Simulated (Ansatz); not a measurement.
Structure search for Hf3H

All numbers below come from DFT PBE, scalar-relativistic, plane waves, PAW (Ansatz 0.2.0). All cells share a 420 eV cutoff and Γ-centred k meshes spaced at most about 0.3 Å⁻¹ (about 0.25 or finer for metals, 2π included). No spin polarisation.

Formation energies are uncorrected and refer to the elements' standard structures at the same level (H₂ as a molecule).

These are static total energies at zero pressure. The comparison covers the computed candidates alone. The k mesh leaves some 4 meV/atom of noise in the energy of each metallic cell. These runs have no spin–orbit coupling, which can matter for Hf. With hydrogen, zero-point motion can shift formation energies by some tens of meV/atom.

Invented guesses were relaxed alike, and ends that match in structure were merged. ΔE counts from the first row. Coordination counts Hf atoms around H (those within 1.25 times the shortest such distance or 1.15 times the sum of covalent radii). The ends were matched against large subsets of the Crystallography Open Database and the Materials Project, so a missing match doesn't prove that a structure is unreported.

```
#                         reached from  type and space group  atoms  Å³/atom  coordination  ΔE (meV/atom)  gap on mesh (eV)  in databases
1  a cell proposed by chemical analogy       P-3m1 (No. 164)      8     17.5           H 4              0              0.00      no match
2  a cell proposed by chemical analogy         Pnma (No. 62)     16     17.7           H 4              6              0.00      no match
3  a cell proposed by chemical analogy       P-3m1 (No. 164)      8     17.7           H 4             35              0.00      no match
4  a cell proposed by chemical analogy       P-3m1 (No. 164)      4     17.2           H 6             49              0.00      no match
5  a cell proposed by chemical analogy      P6_322 (No. 182)      8     17.3           H 6             76              0.00      no match
6                   Tl3Bi type (P-6m2)       P-6m2 (No. 187)      4     17.3           H 6            137              0.00      no match
```

The first two are tied within the noise. The first: Space group P-3m1 (No. 164), trigonal, a = 3.212 Å, c = 15.701 Å. Hf on its first site is surrounded by 4 H at 2.07–2.09 Å, 9 Hf at 3.15–3.21 Å and 3 Hf at 3.53 Å; around Hf on its second site lie 12 Hf at 3.13–3.21 Å; Hf on its third site is surrounded by 12 Hf at 3.14–3.21 Å and 1 H at 3.46 Å; H is surrounded by 4 Hf at 2.07–2.09 Å, 3 H at 2.20 Å, 6 H at 3.21 Å and 1 Hf at 3.46 Å. Its energy over the elements is −0.14 eV/atom. Whether it is stable depends on the other phases of the system, which aren't compared here. An observed structure of this formula, if there is one, may be missing.

```yaml
crystal:
  lattice:
    - [3.21215, 0.00000, 0.00000]
    - [-1.60608, 2.78181, 0.00000]
    - [0.00000, 0.00000, 15.70070]
  atoms:
    - { symbol: Hf, position: [0.33333, 0.66667, 0.09573] }
    - { symbol: Hf, position: [0.66667, 0.33333, 0.90427] }
    - { symbol: Hf, position: [0.33333, 0.66667, 0.41956] }
    - { symbol: Hf, position: [0.66667, 0.33333, 0.58044] }
    - { symbol: Hf, position: [0.66667, 0.33333, 0.25805] }
    - { symbol: Hf, position: [0.33333, 0.66667, 0.74195] }
    - { symbol: H, position: [0.33333, 0.66667, 0.96230] }
    - { symbol: H, position: [0.66667, 0.33333, 0.03770] }
```

The second: Space group Pnma (No. 62), orthorhombic, a = 6.401 Å, b = 9.661 Å, c = 4.583 Å. Hf on a site of symmetry m is surrounded by 2 H at 2.00 Å and 12 Hf at 3.16–3.29 Å; Hf on a site of symmetry 1 has 1 H at 2.02 Å and 12 Hf at 3.12–3.34 Å; H is surrounded by 4 Hf at 2.00–2.02 Å. Counting Hf atoms around H, the first and the second both have H 4. Cells relaxed within their symmetry can be saddle points.

```yaml
crystal:
  lattice:
    - [6.40100, 0.00000, 0.00000]
    - [0.00000, 9.66108, 0.00000]
    - [0.00000, 0.00000, 4.58284]
  atoms:
    - { symbol: Hf, position: [0.12057, 0.75000, 0.25134] }
    - { symbol: Hf, position: [0.62057, 0.75000, 0.24866] }
    - { symbol: Hf, position: [0.87356, 0.92311, 0.74139] }
    - { symbol: Hf, position: [0.37356, 0.92311, 0.75861] }
    - { symbol: Hf, position: [0.87356, 0.57689, 0.74139] }
    - { symbol: Hf, position: [0.37356, 0.57689, 0.75861] }
    - { symbol: Hf, position: [0.87943, 0.25000, 0.74866] }
    - { symbol: Hf, position: [0.37944, 0.25000, 0.75134] }
    - { symbol: Hf, position: [0.62644, 0.07689, 0.24139] }
    - { symbol: Hf, position: [0.12644, 0.07689, 0.25861] }
    - { symbol: Hf, position: [0.12644, 0.42311, 0.25861] }
    - { symbol: Hf, position: [0.62644, 0.42311, 0.24139] }
    - { symbol: H, position: [0.37197, 0.75000, 0.51164] }
    - { symbol: H, position: [0.87197, 0.75000, 0.98836] }
    - { symbol: H, position: [0.62803, 0.25000, 0.48836] }
    - { symbol: H, position: [0.12803, 0.25000, 0.01164] }
```
